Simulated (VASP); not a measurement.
## P: electric field gradients with HSE03+D4

The system is P.

```
CELL_PARAMETERS angstrom
-1.69151 2.51517 1.85894
1.69151 -2.51517 1.85894
1.69151 2.51517 -1.85894
ATOMIC_POSITIONS crystal
P 0.69669 0.94669 0.75000
P 0.30331 0.05331 0.25000
```

This isn't the form of P at room conditions, which is orthorhombic.

* Program: VASP 6.6.1
* Task: electric field gradients
* Functional: HSE03
* Dispersion: D4
* Potentials or basis: VASP PAW PBE potentials, release 64 (P)
* Cutoff: 520 eV
* k mesh: 6 × 6 × 6
* Occupations: gaussian, width 0.05 eV
* Spin: no spin polarisation
* Grid for exact exchange (PRECFOCK): Fast
* Further INCAR settings: ALGO = Normal; EDIFF = 1e-08

```yaml
Pressure: -4.3 GPa
Largest_force: 0.077 eV/Å
Band_gap_on_the_k_mesh: none (metal or under the smearing width)
Dispersion_energy_per_atom: -0.418 eV
```

Forces in eV/Å, atoms in the order of the input:
```
P    0.000  0.000 -0.077
P    0.000  0.000  0.077
```

Stress tensor (GPa, compression positive):
```
-4.92  0.00  0.00
 0.00 -3.63  0.00
 0.00  0.00 -4.41
```

Levels at points of the mesh, in eV from the Fermi level:
```tsv
k point	band 2	band 3	band 4	band 5	band 6	band 7	band 8	band 9
(0.00, 0.00, 0.00)	-3.48	-3.28	-3.20	-2.43	1.81	2.92	4.83	5.74
(0.50, 0.00, 0.00)	-12.32	-3.62	-1.89	-1.75	0.79	1.12	2.12	9.88
(0.00, 0.50, 0.00)	-11.18	-7.13	-6.03	-5.69	0.65	7.74	8.00	9.61
(0.50, 0.50, 0.00)	-13.61	-3.78	-3.78	0.02	0.02	0.54	0.54	11.28
(0.50, 0.50, 0.50)	-9.31	-8.72	-5.83	-5.63	0.44	7.48	9.38	9.78
```

Electric field gradients, principal values (V/Å²):
```tsv
atom	Vxx	Vyy	Vzz
1 P	4.561	15.753	-20.314
2 P	4.561	15.753	-20.314
```

It took 11 min on 1 thread of Intel(R) Xeon(R) Platinum 8375C CPU @ 2.90GHz (Ice Lake), on a shared host, peak memory 0.26 GiB.

Caveat: the k mesh is coarse (spacing up to 0.42 Å⁻¹), so the values aren't converged, least of all with exact exchange; the PAW data sets were made with another functional, which shifts forces and pressure a little; pairwise dispersion overbinds metals, which lowers pressure and volume.
